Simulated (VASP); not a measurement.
# Al2Cu (Khatyrkite) (I4/mcm) in VASP: notebook

The runs below take Al2Cu (Khatyrkite) through relaxation of cell and atoms, with r2SCAN.

Everything below comes from runs of VASP 6.6.1. Logs are shortened: lines on timing, memory, paths and dates and some standing lists are left out, and cuts for length are marked.

## Step 1: The structure

Symmetry: I4/mcm, No. 140, tetragonal system. The conventional cell has a = 6.067 Å, b = 6.067 Å, c = 4.877 Å, α = 90.00°, β = 90.00°, γ = 90.00°. Around Al (site symmetry m2m) lie 4 Cu at 2.59 Å and 3 Al at 2.71 to 2.90 Å. Cu (site symmetry 422) is surrounded by 2 Cu at 2.44 Å and 8 Al at 2.59 Å.

## Step 2: Relaxation of cell and atoms, r2SCAN

File INCAR:

```
SYSTEM = Al2Cu
ALGO = Normal ; EDIFF = 1E-6
EDIFFG = -0.01 ; ENCUT = 600
IBRION = 2 ; ISIF = 3
ISMEAR = 1 ; KPAR = 2
LASPH = .TRUE. ; LCHARG = .FALSE.
LMIXTAU = .TRUE. ; LREAL = .FALSE.
LWAVE = .FALSE. ; METAGGA = R2SCAN
NELM = 80 ; NSW = 90
PREC = Accurate ; SIGMA = 0.1
```

File KPOINTS:

```
k-points
0
G
  10 10 10
  0 0 0
```

File POSCAR:

```
Al2Cu
1.0
   -3.0335000000      3.0335000000      2.4385000000
    3.0335000000     -3.0335000000      2.4385000000
    3.0335000000      3.0335000000     -2.4385000000
Al Cu
4 2
Direct
    0.6581000000      0.1581000000      0.8162000000
    0.1581000000      0.3419000000      0.5000000000
    0.3419000000      0.8419000000      0.1838000000
    0.8419000000      0.6581000000      0.5000000000
    0.2500000000      0.2500000000      0.0000000000
    0.7500000000      0.7500000000      0.0000000000
```

Potentials or basis: VASP PAW PBE potentials, release 64 (Al, Cu).

The run is started by

```
$ cat potpaw_PBE.64/Al/POTCAR potpaw_PBE.64/Cu/POTCAR > POTCAR
$ mpirun -np 2 vasp_std > vasp.out
```

OUTCAR:

```text
SYSTEM = Al2Cu
   EDIFF = 1E-6
   EDIFFG = -0.01
   ENCUT = 600
   IBRION = 2
   ISIF = 3
   ISMEAR = 1
   LASPH = .TRUE.
   LREAL = .FALSE.
   METAGGA = R2SCAN
   NELM = 80
   NSW = 90
   PREC = Accurate

 ion  position               nearest neighbor table
   1  0.658  0.158  0.816-   5 2.59   6 2.59   5 2.59   6 2.59   3 2.71   3 2.90   3 2.90   2 3.10
                             4 3.10   4 3.10   2 3.10   2 3.23   4 3.23   4 3.23   2 3.23
   2  0.158  0.342  0.500-   5 2.59   5 2.59   6 2.59   6 2.59   4 2.71   4 2.90   4 2.90   1 3.10
                             3 3.10   1 3.10   3 3.10   1 3.23   3 3.23   3 3.23   1 3.23
   3  0.342  0.842  0.184-   5 2.59   6 2.59   5 2.59   6 2.59   1 2.71   1 2.90   1 2.90   4 3.10
                             2 3.10   2 3.10   4 3.10   4 3.23   2 3.23   4 3.23   2 3.23
   4  0.842  0.658  0.500-   6 2.59   6 2.59   5 2.59   5 2.59   2 2.71   2 2.90   2 2.90   1 3.10
                             3 3.10   1 3.10   3 3.10   1 3.23   3 3.23   1 3.23   3 3.23
   5  0.250  0.250  0.000-   6 2.44   6 2.44   1 2.59   3 2.59   1 2.59   3 2.59   2 2.59   2 2.59
                             4 2.59   4 2.59
   6  0.750  0.750  0.000-   5 2.44   5 2.44   1 2.59   3 2.59   1 2.59   3 2.59   4 2.59   4 2.59
                             2 2.59   2 2.59

  LATTYP: Found a body centered tetragonal cell.
 ALAT       =     6.0670000000
 C/A-ratio  =     0.8038569309

  Lattice vectors:

 A1 = (  -3.0335000000,   3.0335000000,   2.4385000000)
 A2 = (   3.0335000000,  -3.0335000000,   2.4385000000)
 A3 = (   3.0335000000,   3.0335000000,  -2.4385000000)

Analysis of symmetry for initial positions (statically):
=====================================================================
 Subroutine PRICEL returns:
 Original cell was already a primitive cell.

 Routine SETGRP: Setting up the symmetry group for a
 body centered tetragonal supercell.

 Subroutine GETGRP returns: Found 16 space group operations
 (whereof  8 operations were pure point group operations)
 out of a pool of 16 trial point group operations.

The static configuration has the point symmetry C_4h.
 The point group associated with its full space group is D_4h.

Analysis of symmetry for dynamics (positions and initial velocities):
=====================================================================
 Subroutine PRICEL returns:
 Original cell was already a primitive cell.

 Routine SETGRP: Setting up the symmetry group for a
 body centered tetragonal supercell.

 Subroutine GETGRP returns: Found 16 space group operations
 (whereof  8 operations were pure point group operations)
 out of a pool of 16 trial point group operations.

The dynamic configuration has the point symmetry C_4h.
 The point group associated with its full space group is D_4h.
[... 116 lines left out ...]
   TEBEG  =    0.0;   TEEND  =   0.0 temperature during run
   PSTRESS=    0.0 pullay stress
   NELECT =      34.0000    total number of electrons
   NUPDOWN=      -1.0000    fix difference up-down
   EMIN   =  10.00;   EMAX   =-10.00  energy-range for DOS
   EFERMI =   0.00;   METHOD = LEGACY
   ISMEAR =     1;   SIGMA  =   0.10  broadening in eV -4-tet -1-fermi 0-gaus
   EFERMI_NEDOS =   21; number of points for ismear=-14 and -15
   IALGO  =     38    algorithm
   IMIX   =      4    mixing-type and parameters
     AMIX     =   0.40;   BMIX     =  1.00
     AMIX_MAG =   1.60;   BMIX_MAG =  1.00
  volume/ion in A,a.u.               =      14.96       100.95
  Fermi-wavevector in a.u.,A,eV,Ry     =   1.184525  2.238428 19.090326  1.403099
  Thomas-Fermi vector in A             =   2.320737
   LORBIT       =      0    0 simple, 1 ext, 2 COOP (PROOUT), +10 PAW based schemes
   METAGGA = R2SCAN    functional components
   LHFCALC =     F    Hartree Fock is set to
   AEXX    =    0.0000 exact exchange contribution
   IVDW    =     0    specifies the selected vdW correction
   LEPSILON=     F    determine dielectric tensor
   LRPA    =     F    only Hartree local field effects (RPA)
 conjugate gradient relaxation of ions
 non-spin polarized calculation
 Methfessel and Paxton  Order N= 1 SIGMA  =   0.10
  energy-cutoff  :      600.00
  volume of cell :       89.76
 maximum number of plane-waves:      3020
   NGX = 19   NGY = 19   NGZ = 19

--------------------------------------- Ionic step        1  -------------------------------------------

 number of electron      33.9999978 magnetization

 Free energy of the ion-electron system (eV)
  ---------------------------------------------------
  ext. energy  EPLUGINS =         0.00000000
  ---------------------------------------------------
  free energy    TOTEN  =       -49.50032671 eV

  energy without entropy =      -49.49940857  energy(sigma->0) =      -49.50002066

------------------------ aborting loop because EDIFF is reached ----------------------------------------

  FORCE on cell =-STRESS in cart. coord.  units (eV):
  Direction    XX          YY          ZZ          XY          YZ          ZX
  --------------------------------------------------------------------------------------
  -------------------------------------------------------------------------------------
  Total       -2.2871043     -2.2871043     -2.3906010      0.0000000     -0.0000000      0.0000000
  in kB      -40.8249626    -40.8249626    -42.6723863      0.0000000     -0.0000000      0.0000000
  external PRESSURE =     -41.4407705 kB  Pullay stress =       0.0000000 kB
[... 307 lines left out ...]
--------------------------------------- Ionic step        9  -------------------------------------------

 number of electron      34.0000003 magnetization

 Free energy of the ion-electron system (eV)
  ---------------------------------------------------
  ext. energy  EPLUGINS =         0.00000000
  ---------------------------------------------------
  free energy    TOTEN  =       -49.54989915 eV

  energy without entropy =      -49.54869900  energy(sigma->0) =      -49.54949910

 E-fermi :   8.3139     XC(G=0): -11.8748

 val. band max:        8.3131515456   @ k =   0.5000   0.4000   0.0000
 cond. band min:       8.3153699022   @ k =  -0.1000  -0.2000   0.1000
 fundamental gap:      0.0022183566
 Fermi energy:         8.3138559282

 k-point     1 :       0.0000    0.0000    0.0000
  band No.  band energies     occupation
      1      -3.3393      2.00000
      2       2.6056      2.00000
      3       2.8185      2.00000
      4       2.8185      2.00000
      5       2.8812      2.00000
      6       3.8063      2.00000
[... 565 lines left out ...]
     20      11.1960      0.00000
     21      11.8621      0.00000

 [... further k-points ...]
[... 5 lines left out ...]
  --------------------------------------------------------------------------------------
  -------------------------------------------------------------------------------------
  Total        0.0359077      0.0359077      0.0357647      0.0000000      0.0000000      0.0000000
  in kB        0.6670679      0.6670679      0.6644098      0.0000000      0.0000000      0.0000000
  external PRESSURE =       0.6661819 kB  Pullay stress =       0.0000000 kB
[... 21 lines left out ...]
  FREE ENERGIE OF THE ION-ELECTRON SYSTEM (eV)
  ---------------------------------------------------
  free  energy   TOTEN  =       -49.5498991465 eV

  energy  without entropy=      -49.5486989969  energy(sigma->0) =      -49.54949910

 reached required accuracy - stopping structural energy minimisation
```

OSZICAR:

```text
N       E                     dE             d eps       ncg     rms          rms(c)
DAV:   1     0.176515194956E+03    0.17652E+03   -0.16061E+04  4284   0.212E+03
[... 88 lines left out ...]
DAV:   1    -0.495501459540E+02   -0.29304E-03   -0.78941E-03  6732   0.108E+00    0.114E-01
DAV:   2    -0.495499967486E+02    0.14921E-03   -0.91022E-04  5836   0.845E-01    0.664E-02
DAV:   3    -0.495499356598E+02    0.61089E-04   -0.41139E-04  6229   0.609E-01    0.464E-02
DAV:   4    -0.495499007808E+02    0.34879E-04   -0.72095E-05  6667   0.204E-01    0.506E-03
DAV:   5    -0.495498995808E+02    0.12000E-05   -0.78146E-06  6122   0.444E-02    0.244E-03
DAV:   6    -0.495498985295E+02    0.10513E-05   -0.18693E-06  3206   0.170E-02    0.773E-04
DAV:   7    -0.495498991465E+02   -0.61704E-06   -0.28896E-07  2267   0.713E-03
   9 F= -.49549899E+02 E0= -.49549499E+02  d E =-.459613E-04
```

CONTCAR:

```text
Al2Cu
   1.00000000000000
    -2.9921755299486144    2.9921755299486144    2.4082103894770581
     2.9921755299486144   -2.9921755299486144    2.4082103894770581
     2.9921755299486144    2.9921755299486144   -2.4082103894770581
  Al              Cu
     4     2
Direct
     0.6594592258001398    0.1594592258001399    0.8189184516002870
     0.1594592258001399    0.3405407741998601    0.5000000000000000
     0.3405407741998601    0.8405407741998602    0.1810815483997132
     0.8405407741998602    0.6594592258001398    0.5000000000000000
     0.2500000000000000    0.2500000000000000    1.0000000000000000
     0.7500000000000000    0.7500000000000000    1.0000000000000000

  0.00000000E+00  0.00000000E+00  0.00000000E+00
  0.00000000E+00  0.00000000E+00  0.00000000E+00
  0.00000000E+00  0.00000000E+00  0.00000000E+00
  0.00000000E+00  0.00000000E+00  0.00000000E+00
  0.00000000E+00  0.00000000E+00  0.00000000E+00
  0.00000000E+00  0.00000000E+00  0.00000000E+00
```

Run time: 28 min. Hardware: 2 MPI ranks of Intel Xeon Platinum 8488C (Sapphire Rapids), shared host; peak memory 0.41 GiB.

Results:

```yaml
Free_energy: -49.5499 eV
Relaxed_volume: 14.37 Å³/atom
Relaxed_cell: a = 4.869 Å, b = 4.869 Å, c = 4.869 Å, α = 104.16°, β = 104.16°, γ = 120.71°
Space_group_after_relaxing_to_0.05_Å: I4/mcm (No. 140)
Energy_gained_by_relaxing: 8.3 meV/atom
Ionic_steps: 9
Pressure_after_relaxing: 0.1 GPa
Band_gap_on_the_k_mesh: none (metal or under the smearing width)
```

Step by step:
```
step  energy change (eV)  largest force (eV/Å)  pressure (GPa)  volume (Å³)
   1              0.0000                0.1182           -4.14        89.76
   2             -0.0403                0.0334            1.82        84.82
   3             -0.0487                0.0607            0.07        86.20
   4             -0.0487                0.0620            0.00        86.27
   5             -0.0492                0.0368           -0.05        86.29
   6             -0.0495                0.0039           -0.08        86.32
   7             -0.0495                0.0004            0.06        86.22
   8             -0.0495                0.0000            0.08        86.21
   9             -0.0496                0.0005            0.07        86.24
```

Final structure:
```
CELL_PARAMETERS angstrom
-2.99218 2.99218 2.40821
2.99218 -2.99218 2.40821
2.99218 2.99218 -2.40821
ATOMIC_POSITIONS crystal
Al 0.65946 0.15946 0.81892
Al 0.15946 0.34054 0.50000
Al 0.34054 0.84054 0.18108
Al 0.84054 0.65946 0.50000
Cu 0.25000 0.25000 0.00000
Cu 0.75000 0.75000 0.00000
```

Caveat: the PAW data sets were made with another functional, which shifts forces and pressure a little.

(Continued in part 2 of 2.)
